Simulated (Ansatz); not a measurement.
# HfH₂: computed properties

All numbers below come from DFT PBEsol, scalar-relativistic, plane waves, PAW in Ansatz 0.2.0.

Cutoff 420 eV; k points 16×16×16 on the computed 3-atom cell (Γ-centred); Gaussian smearing, width 0.10 eV; no spin polarisation.

The structure is relaxed at this level of theory with its symmetry kept. Whether it is the stable form of this composition wasn't checked.

```
Hf H
1.0
    -1.73213    1.73213    2.11884
     1.73213   -1.73213    2.11884
     1.73213    1.73213   -2.11884
Hf H
1 2
Cartesian
  0.0000 0.0000 0.0000
  0.0000 1.7321 1.0594
  1.7321 0.0000 1.0594
```

| Item | Value |
| --- | --- |
| Space group | I4/mmm (No. 139) |
| Volume per atom | 8.48 Å³ |
| Formation energy from the elements' standard states (uncorrected) | -0.582 eV/atom |
| Kohn–Sham band gap | none (metal) |
| Density of states at the Fermi level | 0.46 states/eV per cell |
| Löwdin character within 0.5 eV of the Fermi level | Hf 5d 96 % |
| Bulk modulus | 152 GPa |
| Its pressure derivative | 3.6 |
| Bader charges (e) | Hf (1 in the cell) 1.44, H (2 in the cell) -0.72 |

Spin-orbit coupling is left out, which matters for the bands of heavy elements.